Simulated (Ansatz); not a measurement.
# BeAs: the cost of one run

Computed with Ansatz 0.2.0 (DFT PBE, scalar-relativistic, plane waves, PAW, unless a step's input says otherwise).

## 1. The structure to begin with

Symmetry: P6_3/mmc, No. 194, hexagonal system. Conventional cell: a = 3.484 Å, b = 3.484 Å, c = 4.978 Å, α = 90.00°, β = 90.00°, γ = 120.00°. Be (site symmetry -3m) is surrounded by 6 As at 2.37 Å and 2 Be at 2.49 Å. As (site symmetry -6m2) has 6 Be at 2.37 Å as nearest neighbours.

Coordinates:

```
CELL_PARAMETERS angstrom
3.48438 0.00000 0.00000
-1.74219 3.01756 0.00000
0.00000 0.00000 4.97768
ATOMIC_POSITIONS crystal
Be 0.00000 0.00000 0.00000
Be 0.00000 0.00000 0.50000
As 0.33333 0.66667 0.25000
As 0.66667 0.33333 0.75000
```

This is candidate A: nickel arsenide type (P6_3/mmc, No. 194).

(A quick probe on a coarse mesh, which set the mesh and smearing, is not shown.)

## 3. A loose first relaxation (candidate A)

File input.yaml:

```yaml
crystal:
  lattice:
    - [3.4843785744, 0.0, 0.0]
    - [-1.7421892872, 3.0175603618, 0.0]
    - [0.0, 0.0, 4.9776840952]
  atoms:
    - { symbol: Be, position: [0.0, 0.0, 0.0] }
    - { symbol: Be, position: [0.0, 0.0, 0.5] }
    - { symbol: As, position: [0.3333333333, 0.6666666667, 0.25] }
    - { symbol: As, position: [0.6666666667, 0.3333333333, 0.75] }
basis:
  ecutwfc: 420
kpoints:
  mp_grid: { grid: [6, 6, 4] }
hamiltonian:
  xc: pbe
scf:
  occupations: { method: gaussian, width: 0.1 }
  lower_state_search: "off"
output:
  forces: true
  stress: true
  eigenvalues: true
relax:
  adjacent_minimum: "off"
  f_tol: 0.04
  max_steps: 70
  cell: { stress_tol: 0.4 }
```

Command:

```console
$ ansatz run input.yaml --threads 1 --pin off --max-ram 2560MiB --backend cpu --events-out ev --progress --plain --runs-dir out
```

Q: Estimate wall time and peak memory on 1 thread of Arm Neoverse V1, shared host.

About 9.7 s, with a peak of 0.32 GiB.
